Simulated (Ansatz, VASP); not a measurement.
Ta2N in VASP and in Ansatz

```xyz
3
Lattice="3.1129 0.0000 0.0000 -1.5564 2.6958 0.0000 0.0000 0.0000 4.8698" Properties=species:S:1:pos:R:3 pbc="T T T"
Ta    1.5564    0.8986    3.6294
Ta    0.0000    1.7972    1.2404
N     0.0000    0.0000    0.0000
```

Alike in both runs: task single point; functional PBE; k mesh 6 × 6 × 2; occupations gaussian, width 0.1 eV; no spin polarisation.

|  | VASP | Ansatz |
| --- | --- | --- |
| version | VASP 6.6.1 | Ansatz 0.2.0 |
| potentials or method | VASP PAW PBE potentials, release 64 (Ta_pv, N) | scalar-relativistic, plane waves, PAW |
| plane-wave cutoff (eV) | 520 | 420 |
| valence electrons in the cell | 27 | 31 |

```csv
,VASP,Ansatz,Ansatz less VASP
gap on the k mesh at the Fermi level (eV),none,none,-
pressure (GPa),-1.0,-1.4,-0.43
largest component of the traceless stress (GPa),0.23,0.19,-0.041
rms of the force components (eV/Å),0.118,0.096,-0.0225
```

Atom by atom the forces differ by 0.022 eV/Å (rms over components). A gap of «none» marks a metal or a gap that the smearing closes. The two sets of potentials don't hold the same shells in valence.

Caveats: the k mesh is coarse (spacing up to 0.65 Å⁻¹), so the values aren't converged. Spin-orbit coupling is left out, which matters for the levels of Ta.
